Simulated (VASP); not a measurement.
# N: single point with PBE+D3(BJ)

The system is N.

```
N
1.0
     8.86210    0.00000    0.00000
     0.00000    8.86210    0.00000
     0.00000    0.00000    8.86210
N
24
Direct
  0.61419 0.97175 0.61171
  0.55833 0.96248 0.50011
  0.59550 0.42286 0.55815
  0.48926 0.36103 0.58880
  0.30217 0.80031 0.98998
  0.18963 0.80038 0.93522
  0.76158 0.47791 0.95014
  0.65357 0.45378 0.89500
  0.72284 0.74250 0.18598
  0.70851 0.79995 0.29765
  0.29527 0.77678 0.50245
  0.20230 0.83202 0.43966
  0.80497 0.18072 0.35963
  0.74445 0.18844 0.25319
  0.96299 0.10651 0.93850
  0.87212 0.18251 0.88841
  0.89298 0.71493 0.70404
  0.83199 0.79064 0.78302
  0.21556 0.49286 0.26967
  0.25884 0.38218 0.30213
  0.13559 0.48495 0.64696
  0.11583 0.36401 0.64994
  0.28145 0.15028 0.00607
  0.38304 0.22585 0.98984
```

The cell was built by a generator and needn't be a form met in nature.

* Program: VASP 6.6.1
* Task: single point
* Functional: PBE
* Dispersion: D3(BJ)
* Potentials or basis: VASP PAW PBE potentials, release 64 (N)
* Cutoff: 520 eV
* k mesh: 1 × 1 × 1
* Occupations: fermi-dirac, width 0.02 eV
* Spin: no spin polarisation

```yaml
Pressure: 0.9 GPa
Largest_force: 4.494 eV/Å
Band_gap_on_the_k_mesh: 7.03 eV, direct
Dispersion_energy_per_atom: -0.041 eV
```

Forces in eV/Å, atoms in the order of the input:
```
N    0.199  0.131  0.579
N   -0.413  0.219 -0.310
N   -1.218 -0.683  0.283
N    1.226  0.682 -0.375
N    0.523 -0.050  0.263
N   -0.492 -0.060 -0.257
N    2.335  0.555  1.265
N   -2.407 -0.397 -1.104
N   -0.160  0.492  0.880
N    0.368 -0.695 -1.112
N    0.442 -0.367  0.361
N   -0.571  0.342 -0.362
N    2.179 -0.233  3.703
N   -2.120  0.295 -3.746
N   -2.721  2.109 -1.416
N    2.664 -2.341  1.329
N    0.147 -0.199 -0.342
N   -0.146  0.239  0.343
N   -1.233  3.117 -0.972
N    1.221 -3.121  0.897
N    0.781  4.331 -0.064
N   -0.772 -4.425  0.146
N    2.178  1.569 -0.289
N   -2.010 -1.510  0.302
```

Stress tensor (GPa, compression positive):
```
 0.21 -0.22  0.77
-0.22  1.46  0.12
 0.77  0.12  0.97
```

Levels at points of the mesh, in eV from the valence-band top:
```
           k point  band 56  band 57  band 58  band 59  band 60  band 61  band 62  band 63  band 64  band 65
(0.00, 0.00, 0.00)    -0.38    -0.23    -0.20    -0.10     0.00     7.03     7.07     7.16     7.24     7.27
```

Wall time 2.2 min on 1 thread of Intel(R) Xeon(R) Platinum 8259CL CPU @ 2.50GHz (Skylake/Cascade Lake), with other jobs on the host, peak memory 0.63 GiB.

Caveat: the standard files for N, O and F lose accuracy on very short bonds.
